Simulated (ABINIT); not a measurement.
# TiB2 (P6/mmm) in ABINIT: notebook

One crystal, TiB2, is run at these levels: PBE, PBE+D3, PBE+D3(BJ), PBE+D4; tasks: relaxation of cell and atoms.

Program: ABINIT 10.8.3 (patched build). These are calculated values, not measurements. Logs are shortened: lines on timing, memory, paths and dates and some standing lists are left out, and cuts for length are marked. The log counts tension as positive stress, the text compression.

**1. The crystal as given**

The structure is hexagonal, space group P6/mmm (No. 191). The conventional cell has a = 3.029 Å, b = 3.029 Å, c = 3.228 Å, α = 90.00°, β = 90.00°, γ = 120.00°. Ti (site symmetry 6/mmm) has 12 B at 2.38 Å as nearest neighbours. B (site symmetry -6m2) has 3 B at 1.75 Å as nearest neighbours.

**2. Relaxation of cell and atoms, PBE**

The input, run.py:

```python
import json, os
import numpy as np
from ase.constraints import FixSymmetry
from ase.optimize import BFGS
from ase.filters import FrechetCellFilter
from ase.units import GPa
from ase.calculators.abinit import Abinit, AbinitProfile
from ase import Atoms

atoms = Atoms(['Ti', 'B', 'B'],
              cell=[[3.0292, 0.0, 0.0], [-1.5146, 2.6233641531, 0.0], [0.0, 0.0, 3.2284]],
              scaled_positions=[[0.0, 0.0, 0.0], [0.6666666667, 0.3333333333, 0.5], [0.3333333333, 0.6666666667, 0.5]],
              pbc=True)

profile = AbinitProfile(command='abinit', pp_paths=[os.path.abspath('pseudos')])
params = dict(
    pps='pawxml', xc='PBE',
    chksymtnons=0,
    tolsym=1e-05,
    ecut=408.1708,
    pawecutdg=816.3416,
    pawxcdev=0,
    pawovlp=-1,
    kptopt=1,
    ngkpt=[10, 10, 8],
    nshiftk=1,
    shiftk=[0.0, 0.0, 0.0],
    ixc=11,
    nband=13,
    occopt=3,
    tsmear=0.05,
    nstep=100,
    tolvrs=1e-09,
    prtwf=0,
    prtden=0,
    ecutsm=0.5,
)

atoms.calc = Abinit(profile=profile, directory='run', **params)
atoms.set_constraint(FixSymmetry(atoms, symprec=1e-4))
opt = BFGS(FrechetCellFilter(atoms), trajectory='opt.traj')
converged = opt.run(fmax=0.01, steps=30)
print('converged', converged)
print('cell (A)', np.round(atoms.cell[:], 5).tolist())
energy = atoms.get_potential_energy()
forces = atoms.get_forces()
stress = atoms.get_stress()
print(f'energy {energy:.6f} eV')
print('forces (eV/A)')
print(np.round(forces, 5))
print('stress (GPa, Voigt, tension positive)', np.round(stress / GPa, 4))
json.dump(dict(energy=energy, forces=forces.tolist(), stress=stress.tolist(), cell=atoms.cell.tolist(), frac=atoms.get_scaled_positions(wrap=False).tolist()), open('results.json', 'w'))
```

Potentials or basis: JTH PAW PBE v2.0.

Launch:

```console
> python run.py
```

Log:

```text
Step          Energy          fmax
BFGS:    0    -1754.858957        0.058898
BFGS:    1    -1754.859138        0.047216
BFGS:    2    -1754.859331        0.001287
converged True
cell (A) [[3.03346, 0.0, 0.0], [-1.51673, 2.62706, 0.0], [-0.0, -0.0, 3.23096]]
energy -1754.859331 eV
forces (eV/A)
[[0. 0. 0.]
 [0. 0. 0.]
 [0. 0. 0.]]
stress (GPa, Voigt, tension positive) [-0.0048 -0.0048  0.024  -0.     -0.      0.    ]
```

abinit.in:

```text
chksymtnons 0
ecut 408.1708 eV
ecutsm 0.5
ixc 11
kptopt 1
natom 3
nband 13
ngkpt
10 10 8
nshiftk 1
nsppol 1
nstep 100
occopt 3
pawecutdg 816.3416 eV
pawovlp -1
pawxcdev 0
prtden 0
prtwf 0
shiftk
0.0 0.0 0.0
tolsym 1e-05
tolvrs 1e-09
tsmear 0.05 eV
#Definition of the unit cell
acell
1.00000000000000 1.00000000000000 1.00000000000000 Angstrom
rprim
3.03346271921035 0.00000000000000 0.00000000000000
-1.51673135960517 2.62705577626918 0.00000000000000
-0.00000000000000 -0.00000000000000 3.23096077236307
chkprim 0 # Allow non-primitive cells
#Definition of the atom types
ntypat 2
znucl 5 22
#Enumerate different atomic species
typat
 2 1 1
pseudos "./pseudos/B.GGA_PBE-JTH.xml,
./pseudos/Ti.GGA_PBE-JTH.xml"
#Definition of the atoms
xcart
0.00000000000000 0.00000000000000 0.00000000000000
2.86620687612206 1.65480531148223 3.05281549154438
-0.00000000000000 3.30961062296446 3.05281549154438
chkexit 1 # abinit.exit file in the running directory terminates after the current SCF
```

abinit.abo:

```text
.Version 10.8.3 of ABINIT
 Symmetries : space group P6/m m m (#191); Bravais hP (primitive hexag.)
================================================================================
 Values of the parameters that define the memory need of the present run
     intxc =       0    ionmov =       0      iscf =      17    lmnmax =      18
     lnmax =       6     mgfft =      24  mpssoang =       3    mqgrid =    3001
     natom =       3  nloc_mem =       2    nspden =       1   nspinor =       1
    nsppol =       1      nsym =      24    n1xccc =       1    ntypat =       2
    occopt =       3   xclevel =       2
       mpw =         497          nfft =        9600          nkpt =          70
 PAW method is used; the additional fine FFT grid is defined by:
   mgfftf=        32    nfftf =     28800
================================================================================
================================================================================

--------------------------------------------------------------------------------
------------- Echo of variables that govern the present computation ------------
--------------------------------------------------------------------------------
 -outvars: echo values of preprocessed input variables --------
            acell      1.8897261259E+00  1.8897261259E+00  1.8897261259E+00 Bohr
              amu      1.08110000E+01  4.78800000E+01
          chkexit           1
          chkprim           0
      chksymtnons           0
             ecut      1.50000002E+01 Hartree
           ecutsm      5.00000000E-01 Hartree
                       outvar_i_n : Printing only first  50 k-points.
              ixc          11
                       outvar_i_n : Printing only first  50 k-points.
         kptrlatt       10    0    0      0   10    0      0    0    8
          kptrlen      4.88450479E+01
            natom           3
            nband          13
            ngfft          20      20      24
          ngfftdg          30      30      32
             nkpt          70
            nstep         100
             nsym          24
           ntypat           2
                       prtocc : prtvol=0, do not print more k-points.
           occopt           3
        pawecutdg      3.00000005E+01 Hartree
          pawovlp     -1.0000000000E+00
         pawxcdev           0
           prtden           0
            prtwf           0
            rprim      3.0334627192E+00  0.0000000000E+00  0.0000000000E+00
                      -1.5167313596E+00  2.6270557763E+00  0.0000000000E+00
                      -0.0000000000E+00 -0.0000000000E+00  3.2309607724E+00
          spgroup         191
           tolvrs      1.00000000E-09
           tsmear      1.83746611E-03 Hartree
            typat      2  1  1
           useylm           1
                       outvars : Printing only first  50 k-points.
           xangst      0.0000000000E+00  0.0000000000E+00  0.0000000000E+00
                       1.5167313596E+00  8.7568525876E-01  1.6154803862E+00
                       3.6647329113E-15  1.7513705175E+00  1.6154803862E+00
            xcart      0.0000000000E+00  0.0000000000E+00  0.0000000000E+00
                       2.8662068762E+00  1.6548053115E+00  3.0528154917E+00
                       6.9253415270E-15  3.3096106231E+00  3.0528154917E+00
             xred      0.0000000000E+00  0.0000000000E+00  0.0000000000E+00
                       6.6666666667E-01  3.3333333333E-01  5.0000000000E-01
                       3.3333333333E-01  6.6666666667E-01  5.0000000000E-01
            znucl        5.00000   22.00000

================================================================================

 chkinp: Checking input parameters for consistency.

================================================================================
== DATASET  1 ==================================================================

--- !DatasetInfo
iteration_state: {dtset: 1, }
dimensions: {natom: 3, nkpt: 70, mband: 13, nsppol: 1, nspinor: 1, nspden: 1, mpw: 497, }
cutoff_energies: {ecut:  15.0, pawecutdg:  30.0, }
electrons: {nelect:   1.80000000E+01, charge:   0.00000000E+00, occopt:   3.00000000E+00, tsmear:   1.83746611E-03, }
meta: {optdriver: 0, ionmov: 0, optcell: 0, iscf: 17, paral_kgb: 0, }
...
[... 86 lines left out ...]
- [ -1.62092367E-07,   0.00000000E+00,   0.00000000E+00, ]
- [  0.00000000E+00,  -1.62092367E-07,   0.00000000E+00, ]
- [  0.00000000E+00,   0.00000000E+00,   8.16615576E-07, ]
pressure_GPa:  -4.8293E-03
xred      :
- [  0.0000E+00,   0.0000E+00,   0.0000E+00, Ti]
- [  6.6667E-01,   3.3333E-01,   5.0000E-01,  B]
- [  3.3333E-01,   6.6667E-01,   5.0000E-01,  B]
cartesian_forces: # hartree/bohr
- [ -0.00000000E+00,  -0.00000000E+00,  -0.00000000E+00, ]
- [ -0.00000000E+00,  -0.00000000E+00,  -0.00000000E+00, ]
- [ -0.00000000E+00,  -0.00000000E+00,  -0.00000000E+00, ]
force_length_stats: {min:   0.00000000E+00, max:   0.00000000E+00, mean:   0.00000000E+00, }
...

 Integrated electronic density in atomic spheres:
 ------------------------------------------------
 Atom  Sphere_radius  Integrated_density
    1        2.30803         10.35541813
    2        1.70617          1.91414909
    3        1.70617          1.91414909

================================================================================

 ----iterations are completed or convergence reached----

 Mean square residual over all n,k,spin=   28.816E-08; max=  85.051E-06
 reduced coordinates (array xred) for    3 atoms
       0.000000000000      0.000000000000      0.000000000000
       0.666666666667      0.333333333333      0.500000000000
       0.333333333333      0.666666666667      0.500000000000
 rms dE/dt=  0.0000E+00; max dE/dt=  0.0000E+00; dE/dt below (all hartree)
    1       0.000000000000      0.000000000000      0.000000000000
    2       0.000000000000      0.000000000000      0.000000000000
    3       0.000000000000      0.000000000000      0.000000000000

 cartesian coordinates (angstrom) at end:
    1      0.00000000000000     0.00000000000000     0.00000000000000
    2      1.51673135960518     0.87568525875639     1.61548038618153
    3      0.00000000000000     1.75137051751279     1.61548038618153

 cartesian forces (hartree/bohr) at end:
    1     -0.00000000000000    -0.00000000000000    -0.00000000000000
    2     -0.00000000000000    -0.00000000000000    -0.00000000000000
    3     -0.00000000000000    -0.00000000000000    -0.00000000000000
 frms,max,avg= 0.0000000E+00 0.0000000E+00   0.000E+00  0.000E+00  0.000E+00 h/b

 cartesian forces (eV/Angstrom) at end:
    1     -0.00000000000000    -0.00000000000000    -0.00000000000000
    2     -0.00000000000000    -0.00000000000000    -0.00000000000000
    3     -0.00000000000000    -0.00000000000000    -0.00000000000000
 frms,max,avg= 0.0000000E+00 0.0000000E+00   0.000E+00  0.000E+00  0.000E+00 e/A
 length scales=  1.889726125908  1.889726125908  1.889726125908 bohr
              =  1.000000000000  1.000000000000  1.000000000000 angstroms
 Fermi (or HOMO) energy (hartree) =   0.36392   Average Vxc (hartree)=  -0.45590
 Eigenvalues (hartree) for nkpt=  70  k points:
 kpt#   1, nband= 13, wtk=  0.00125, kpt=  0.0000  0.0000  0.0000 (reduced coord)
  -1.72635   -0.85721   -0.84609   -0.84609   -0.12995    0.27047    0.27047    0.28087
   0.28862    0.43551    0.43551    0.49997    0.49997
      occupation numbers for kpt#   1
   2.00000    2.00000    2.00000    2.00000    2.00000    2.00000    2.00000    2.00000
   2.00000    0.00000    0.00000    0.00000    0.00000
 prteigrs : prtvol=0 or 1, do not print more k-points.

--- !EnergyTerms
iteration_state     : {dtset: 1, }
comment             : Components of total free energy in Hartree
kinetic             :  1.14089934348221E+01
hartree             :  1.15293303220060E+01
xc                  : -5.61944377344072E+00
Ewald energy        : -5.12471788144354E+01
psp_core            :  3.51038443740379E+00
local_psp           : -3.42823112829001E+01
PAW spherical_terms :  2.10569622073099E-01
internal            : -6.44896560544712E+01
'-kT*entropy'       : -2.34864513858484E-04
total_energy        : -6.44898909189851E+01
total_energy_eV     : -1.75485933075769E+03
...

--- !EnergyTermsDC
iteration_state     : {dtset: 1, }
comment             : '"Double-counting" decomposition of free energy'
band_energy         : -6.88802347505275E+00
Ewald energy        : -5.12471788144354E+01
psp_core            :  3.51038443740379E+00
xc_dc               : -1.05463632184429E+01
PAW spherical_terms :  6.81527633968712E-01
internal            : -6.44896534365586E+01
'-kT*entropy'       : -2.34864513858484E-04
total_energy_dc     : -6.44898883010724E+01
total_energy_dc_eV  : -1.75485925952065E+03
...

--- !EnergyTermsWithPAWCore
iteration_state     : {dtset: 1, }
comment             : 'Components of total free energy, including PAW core contributions'
Total energy        : -9.03625405603637E+02
Total energy DC     : -9.03625402985724E+02
Total energy (eV)   : -2.45888999335618E+04
Total energy DC (eV): -2.45888998623248E+04
...

 Cartesian components of stress tensor (hartree/bohr^3)
  sigma(1 1)= -1.62092367E-07  sigma(3 2)=  0.00000000E+00
  sigma(2 2)= -1.62092367E-07  sigma(3 1)=  0.00000000E+00
  sigma(3 3)=  8.16615576E-07  sigma(2 1)=  0.00000000E+00

-Cartesian components of stress tensor (GPa)         [Pressure= -4.8293E-03 GPa]
- sigma(1 1)= -4.76892208E-03  sigma(3 2)=  0.00000000E+00
- sigma(2 2)= -4.76892208E-03  sigma(3 1)=  0.00000000E+00
- sigma(3 3)=  2.40256597E-02  sigma(2 1)=  0.00000000E+00

== END DATASET(S) ==============================================================
================================================================================

 -outvars: echo values of variables after computation  --------
            acell      1.8897261259E+00  1.8897261259E+00  1.8897261259E+00 Bohr
           etotal     -6.4489888301E+01
            fcart     -0.0000000000E+00 -0.0000000000E+00 -0.0000000000E+00
                      -0.0000000000E+00 -0.0000000000E+00 -0.0000000000E+00
                      -0.0000000000E+00 -0.0000000000E+00 -0.0000000000E+00
            rprim      3.0334627192E+00  0.0000000000E+00  0.0000000000E+00
                      -1.5167313596E+00  2.6270557763E+00  0.0000000000E+00
                      -0.0000000000E+00 -0.0000000000E+00  3.2309607724E+00
           strten     -1.6209236702E-07 -1.6209236695E-07  8.1661557568E-07
                       0.0000000000E+00  0.0000000000E+00  0.0000000000E+00
           xangst      0.0000000000E+00  0.0000000000E+00  0.0000000000E+00
                       1.5167313596E+00  8.7568525876E-01  1.6154803862E+00
                       3.6647329113E-15  1.7513705175E+00  1.6154803862E+00
             xred      0.0000000000E+00  0.0000000000E+00  0.0000000000E+00
                       6.6666666667E-01  3.3333333333E-01  5.0000000000E-01
                       3.3333333333E-01  6.6666666667E-01  5.0000000000E-01
 Calculation completed.
```

Wall time 41 s (1 thread of Arm Neoverse V2, shared host); peak memory 0.1 GiB.

Results:

```
Free energy                            : -1754.8593 eV
Relaxed volume                         : 8.58 Å³/atom
Relaxed cell                           : a = 3.033 Å, b = 3.033 Å, c = 3.231 Å, α = 90.00°, β = 90.00°, γ = 120.00°
Space group after relaxing (to 0.05 Å) : P6/mmm (No. 191)
Energy gained by relaxing              : 0.1 meV/atom
Ionic steps                            : 3
Pressure after relaxing                : 0.0 GPa
Band gap on the k mesh                 : none (metal or under the smearing width)
```

The path:
| step | energy change (eV) | largest force (eV/Å) | pressure (GPa) | volume (Å³) |
| --- | --- | --- | --- | --- |
| 1 | 0.0000 | 0.0000 | 0.95 | 25.66 |
| 2 | -0.0002 | 0.0000 | 0.76 | 25.67 |
| 3 | -0.0004 | 0.0000 | 0.00 | 25.75 |

Final structure:
```xyz
3
Lattice="3.0335 0.0000 0.0000 -1.5167 2.6271 0.0000 0.0000 0.0000 3.2310" Properties=species:S:1:pos:R:3 pbc="T T T"
Ti    0.0000    0.0000    0.0000
B     1.5167    0.8757    1.6155
B     0.0000    1.7514    1.6155
```

Levels at points of the mesh, in eV from the Fermi level:
```csv
k point,band 5,band 6,band 7,band 8,band 9,band 10,band 11,band 12,band 13
"(0.00, 0.00, 0.00)",-13.44,-2.54,-2.54,-2.26,-2.05,1.95,1.95,3.70,3.70
"(0.50, 0.00, 0.00)",-9.30,-9.17,-3.20,-3.16,-2.20,1.40,2.79,3.27,3.41
"(0.00, 0.00, 0.50)",-11.51,-7.54,-0.50,-0.50,-0.12,-0.12,0.49,0.49,1.70
"(0.50, 0.00, 0.50)",-9.69,-7.48,-4.57,-3.76,-3.08,2.54,2.97,4.51,4.63
```

Caveat: the log and the count of SCF iterations are those of the last ABINIT call alone; the atomic spheres overlap.

**3. Relaxation of cell and atoms, PBE+D3**

Edit run.py of step 2 so:

```diff
@@ -6,2 +6,4 @@
 from ase.units import GPa
+from ase.calculators.mixing import SumCalculator
+from dftd3.ase import DFTD3
 from ase.calculators.abinit import Abinit, AbinitProfile
@@ -38,3 +40,3 @@
 
-atoms.calc = Abinit(profile=profile, directory='run', **params)
+atoms.calc = SumCalculator([Abinit(profile=profile, directory='run', **params), DFTD3(method='pbe', damping='d3zero')])
 atoms.set_constraint(FixSymmetry(atoms, symprec=1e-4))
```

Potentials or basis: JTH PAW PBE v2.0.

Launch:

```console
> python run.py
```

Log:

```text
Step          Energy          fmax
BFGS:    0    -1755.728713        0.299677
BFGS:    1    -1755.731868        0.250138
BFGS:    2    -1755.737803        0.035570
BFGS:    3    -1755.737787        0.035281
BFGS:    4    -1755.737820        0.014455
BFGS:    5    -1755.737874        0.003396
converged True
cell (A) [[3.01218, 0.0, 0.0], [-1.50609, 2.60862, -0.0], [-0.0, 0.0, 3.19852]]
energy -1755.737874 eV
forces (eV/A)
[[ 0.  0.  0.]
 [-0.  0.  0.]
 [ 0. -0.  0.]]
stress (GPa, Voigt, tension positive) [ 0.049   0.049   0.0649 -0.     -0.     -0.    ]
```

abinit.in:

```text
chksymtnons 0
ecut 408.1708 eV
ecutsm 0.5
ixc 11
kptopt 1
natom 3
nband 13
ngkpt
10 10 8
nshiftk 1
nsppol 1
nstep 100
occopt 3
pawecutdg 816.3416 eV
pawovlp -1
pawxcdev 0
prtden 0
prtwf 0
shiftk
0.0 0.0 0.0
tolsym 1e-05
tolvrs 1e-09
tsmear 0.05 eV
#Definition of the unit cell
acell
1.00000000000000 1.00000000000000 1.00000000000000 Angstrom
rprim
3.01217921418398 0.00000000000000 0.00000000000000
-1.50608960709199 2.60862372023478 -0.00000000000000
-0.00000000000000 0.00000000000000 3.19852014468136
chkprim 0 # Allow non-primitive cells
#Definition of the atom types
ntypat 2
znucl 5 22
#Enumerate different atomic species
typat
 2 1 1
pseudos "./pseudos/B.GGA_PBE-JTH.xml,
./pseudos/Ti.GGA_PBE-JTH.xml"
#Definition of the atoms
xcart
0.00000000000000 0.00000000000000 0.00000000000000
2.84609687837321 1.64319479886853 3.02216354071004
-0.00000000000000 3.28638959773706 3.02216354071004
chkexit 1 # abinit.exit file in the running directory terminates after the current SCF
```

abinit.abo:

```text
.Version 10.8.3 of ABINIT
 Symmetries : space group P6/m m m (#191); Bravais hP (primitive hexag.)
================================================================================
 Values of the parameters that define the memory need of the present run
     intxc =       0    ionmov =       0      iscf =      17    lmnmax =      18
[... 287 lines left out ...]
           xangst      0.0000000000E+00  0.0000000000E+00  0.0000000000E+00
                       1.5060896071E+00  8.6954124008E-01  1.5992600723E+00
                       2.2597451136E-17  1.7390824802E+00  1.5992600723E+00
             xred      0.0000000000E+00  0.0000000000E+00  0.0000000000E+00
                       6.6666666667E-01  3.3333333333E-01  5.0000000000E-01
                       3.3333333333E-01  6.6666666667E-01  5.0000000000E-01
 Calculation completed.
```

It took 82 s on 1 thread of Arm Neoverse V2, shared host; peak memory 0.1 GiB.

Results:

```yaml
Free_energy: -1755.7379 eV
Relaxed_volume: 8.38 Å³/atom
Relaxed_cell: a = 3.012 Å, b = 3.012 Å, c = 3.199 Å, α = 90.00°, β = 90.00°, γ = 120.00°
Space_group_after_relaxing_to_0.05_Å: P6/mmm (No. 191)
Energy_gained_by_relaxing: 3.1 meV/atom
Ionic_steps: 6
Pressure_after_relaxing: -0.1 GPa
Band_gap_on_the_k_mesh: none (metal or under the smearing width)
Dispersion_energy_per_atom: -0.297 eV
```

Step by step:
```
step  energy change (eV)  largest force (eV/Å)  pressure (GPa)  volume (Å³)
   1              0.0000                0.0000           -5.32        25.66
   2             -0.0032                0.0000           -4.29        25.55
   3             -0.0091                0.0000            0.12        25.13
   4             -0.0091                0.0000            0.03        25.13
   5             -0.0091                0.0000           -0.14        25.14
   6             -0.0092                0.0000           -0.05        25.13
```

Final structure:
```cif
data_structure
_symmetry_space_group_name_H-M 'P 1'
_symmetry_Int_Tables_number 1
_cell_length_a 3.0122
_cell_length_b 3.0122
_cell_length_c 3.1985
_cell_angle_alpha 90.000
_cell_angle_beta 90.000
_cell_angle_gamma 120.000
_cell_volume 25.13
loop_
_atom_site_label
_atom_site_type_symbol
_atom_site_fract_x
_atom_site_fract_y
_atom_site_fract_z
_atom_site_occupancy
Ti1 Ti 0.00000 0.00000 0.00000 1
B1 B 0.66667 0.33333 0.50000 1
B2 B 0.33333 0.66667 0.50000 1
```

Levels at points of the mesh, in eV from the Fermi level:
```csv
k point,band 7,band 8,band 9,band 10,band 11,band 12
"(0.00, 0.00, 0.00)",-2.61,-2.23,-2.10,2.03,2.03,3.84
"(0.50, 0.00, 0.00)",-3.24,-3.20,-2.26,1.46,2.88,3.38
"(0.00, 0.00, 0.50)",-0.50,-0.50,-0.14,-0.14,0.51,0.51
"(0.50, 0.00, 0.50)",-4.67,-3.84,-3.08,2.66,3.07,4.71
```

Caveat: the log and the count of SCF iterations are those of the last ABINIT call alone; pairwise dispersion overbinds metals, which lowers pressure and volume; the atomic spheres overlap.

[end of part 1 of 2]
